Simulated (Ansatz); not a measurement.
Data:

```yaml
crystal:
  lattice:
    - [4.27164, 0.00000, 0.00000]
    - [2.13582, 3.69935, 0.00000]
    - [2.13582, -1.23312, 10.34601]
  atoms:
    - { symbol: Sb, position: [0.20553, 0.39723, 0.19170] }
    - { symbol: Sb, position: [0.79447, 0.60277, 0.80830] }
    - { symbol: Te, position: [0.00000, 0.00000, 0.00000] }
    - { symbol: Te, position: [0.57095, 0.21452, 0.64357] }
    - { symbol: Te, position: [0.42905, 0.78548, 0.35643] }
```

No spin polarisation.

Calculations: r2SCAN+rVV10 (Ansatz, a first-principles code), spin-orbit coupling left out, earlier PAW set. k-mesh 9×9×9 (Γ-centred); smearing 0.05 eV (Fermi–Dirac).

**Question.** Predict the valence-band top at Γ and gap character.

**Answer.** 
- Valence-band top at Γ (three highest levels, from the VBM) = 0.00, -1.37, -1.37 eV
- Gap character = direct at Γ

Spin-orbit coupling, missing from the scalar runs, can matter with Sb and Te. The cells carry an imposed strain or load. Whether these cells are dynamically stable was not tested. The cell was made from Sb₂Te₃ in the Bi2Te3 type structure (space group R-3m, No. 166) by this change: biaxial strain −0.36 %, plane normal [001], relaxed out of plane. The zero or small gap of Sb2Te3 can change with the level of theory.
